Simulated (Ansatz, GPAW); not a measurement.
This is a calculation of Sb for GPAW 26.7.0 (ASE script). Atoms were shifted at random by some hundredths of an Å from the given cell, which wasn't relaxed again for these runs. This isn't the form of Sb at room conditions, which is rhombohedral.

File run.py:

```python
from ase import Atoms
from ase.dft.bandgap import bandgap
from ase.io import write
from ase.units import GPa
from gpaw import GPAW, PW, setup_paths

setup_paths.insert(0, '.')

atoms = Atoms(['Sb', 'Sb'],
              cell=[[3.122402, 0.0, 0.0],
                    [0.0, 4.347518, 0.0],
                    [-0.038915, 0.0, 4.405852]],
              scaled_positions=[[0.012176, 0.261488, 0.242609],
                                [1.001542, 0.746485, 0.765354]],
              pbc=True)

calc = GPAW(mode=PW(600),
            xc='PBEsol',
            kpts={'size': (9, 6, 6), 'gamma': True},
            occupations={'name': 'fermi-dirac', 'width': 0.05},
            nbands=25,
            convergence={'density': 1e-05, 'energy': 1e-05},
            maxiter=150,
            txt='gpaw.txt')
atoms.calc = calc
energy = atoms.get_potential_energy()
forces = atoms.get_forces()
stress = atoms.get_stress()
calc.write('gs.gpw')
write('result.traj', atoms)
print(f'Energy: {energy:.6f} eV')
print('Forces (eV/A):')
print(forces.round(4))
print('Stress (GPa):', (stress / GPa).round(3))
print('Fermi level:', round(calc.get_fermi_level(), 4), 'eV')
print(f'Gap: {bandgap(calc)[0]:.4f} eV, direct: {bandgap(calc, direct=True)[0]:.4f} eV')
```

Potentials or basis: PAW data sets generated in the run's folder for this functional, pw.

Command:

```sh
$ gpaw-setup -f PBEsol Sb
$ OMP_NUM_THREADS=1 python run.py
```

Problem. What does the same run look like in Ansatz 0.2.0? Potentials or basis there: all-electron LAPW, scalar-relativistic.

Solution. As run (cutoffs and basis follow the program's own potentials, and thresholds, step limits or extra output files can differ):

Contents of input.yaml:

```yaml
crystal:
  lattice:
    - [3.122402, 0.0, 0.0]
    - [0.0, 4.347518, 0.0]
    - [-0.038915, 0.0, 4.405852]
  atoms:
    - { symbol: Sb, position: [0.012176, 0.261488, 0.242609] }
    - { symbol: Sb, position: [1.001542, 0.746485, 0.765354] }
kpoints:
  mp_grid: { grid: [9, 6, 6] }
scf:
  occupations: { method: fermi_dirac, width: 0.05 }
hamiltonian:
  xc: pbesol
  pseudopotentials: { kind: all_electron, lapw: { basis_error: 0.001 } }
output:
  forces: true
  stress: true
  eigenvalues: true
  populations: true
```

Potentials or basis: all-electron LAPW, scalar-relativistic.

Run with:

```sh
$ ansatz run input.yaml --threads 1 --pin off --max-ram 3072MiB --backend cpu --events-out ev --progress --plain --runs-dir out
```

Both were run:

|  | GPAW | Ansatz |
| --- | --- | --- |
| Pressure | -2.3 GPa | -2.0 GPa |
| Largest force | 0.089 eV/Å | 0.097 eV/Å |

Where Ansatz's input types no cutoff or centring, it takes its own default and a Γ-centred mesh.

Pressure is positive in compression.
